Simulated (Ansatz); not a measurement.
# AgCl (Chlorargyrite): the cost of one run

Computed with Ansatz 0.2.0 (DFT, PBEsol, PAW with Ansatz's default frozen-core files, scalar-relativistic, unless a step's input says otherwise).

The COD entry's cell or inner coordinates are ideal or old and differ from later refinements, so a difference from it is no clean test against experiment.

## Step 1: The starting structure

The structure is cubic, space group Fm-3m (No. 225). The conventional cell has a = 5.470 Å, b = 5.470 Å, c = 5.470 Å, α = 90.00°, β = 90.00°, γ = 90.00°. Around Ag (site symmetry m-3m) lie 6 Cl at 2.73 Å. Cl (site symmetry m-3m) is surrounded by 6 Ag at 2.73 Å.

Coordinates:

```xyz
2
Lattice="0.0000 2.7350 2.7350 2.7350 0.0000 2.7350 2.7350 2.7350 0.0000" Properties=species:S:1:pos:R:3 pbc="T T T"
Ag    0.0000    0.0000    0.0000
Cl    2.7350    2.7350    2.7350
```

Whether this phase is the stable one at these pressures isn't tested.

Atoms are numbered in the order of the input: Ag1, Cl2.

## Step 2: Atoms relaxed at the given volume, PAW

File input.yaml:

```yaml
crystal:
  lattice:
    - [0.0, 2.735, 2.735]
    - [2.735, 0.0, 2.735]
    - [2.735, 2.735, 0.0]
  atoms:
    - { symbol: Ag, position: [0.0, 0.0, 0.0] }
    - { symbol: Cl, position: [0.5, 0.5, 0.5] }
kpoints:
  mp_grid: { grid: [9, 9, 9] }
scf:
  occupations: { method: fermi_dirac, width: 0.03 }
hamiltonian:
  xc: pbesol
  pseudopotentials: { kind: paw }
output:
  forces: true
  stress: true
relax:
  f_tol: 0.01
  max_steps: 30
```

Started as:

```console
$ ansatz run input.yaml --threads 1 --pin off --max-ram 2048MiB --backend cpu --events-out ev --progress --plain --runs-dir out
```

Q: Estimate wall time and peak memory on 1 thread of Arm Neoverse V1, shared host.

About 1.5 s, with a peak of 0.3 GiB.
